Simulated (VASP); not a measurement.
A run of VASP 6.6.1 is set up as follows.

The input INCAR:

```
PREC     = Accurate       # precision mode
ENCUT    = 520            # plane-wave cutoff, eV
EDIFF    = 1E-6           # SCF threshold, eV
ISMEAR   = 0              # smearing method
SIGMA    = 0.1            # smearing width, eV
LREAL    = F              # projectors in reciprocal space
LASPH    = T              # aspherical terms in the spheres
NELM     = 60             # most SCF steps
ALGO     = Fast           # electronic algorithm
ISIF     = 2              # what is computed and relaxed
LWAVE    = F              # write WAVECAR
LCHARG   = T              # write CHGCAR
GGA      = PE             # functional
LELF     = T              # ELF
LVHAR    = T            
NBANDS   = 19             # bands
```

File KPOINTS:

```
Automatic mesh
0
Gamma
  6 6 6
```

Contents of POSCAR:

```
CaF2
1.0
    0.0000000000      2.7310000000      2.7310000000
    2.7310000000      0.0000000000      2.7310000000
    2.7310000000      2.7310000000      0.0000000000
Ca F
1 2
Direct
    0.0000000000      0.0000000000      0.0000000000
    0.2500000000      0.2500000000      0.2500000000
    0.7500000000      0.7500000000      0.7500000000
```

Potentials or basis: VASP PAW PBE potentials, release 64 (Ca_sv, F).

Command:

```sh
$ cat potpaw_PBE.64/Ca_sv/POTCAR potpaw_PBE.64/F/POTCAR > POTCAR
$ mpirun -np 1 vasp_std > vasp.out
```

Task: Estimate the band gap on the k mesh.

Result: 7.28 eV, indirect (least direct gap 7.53 eV).

Task: Predict the pressure.

Result: 2.5 GPa.

A k mesh can miss the band edges. As with any semilocal functional, this PBE gap is likely too small.
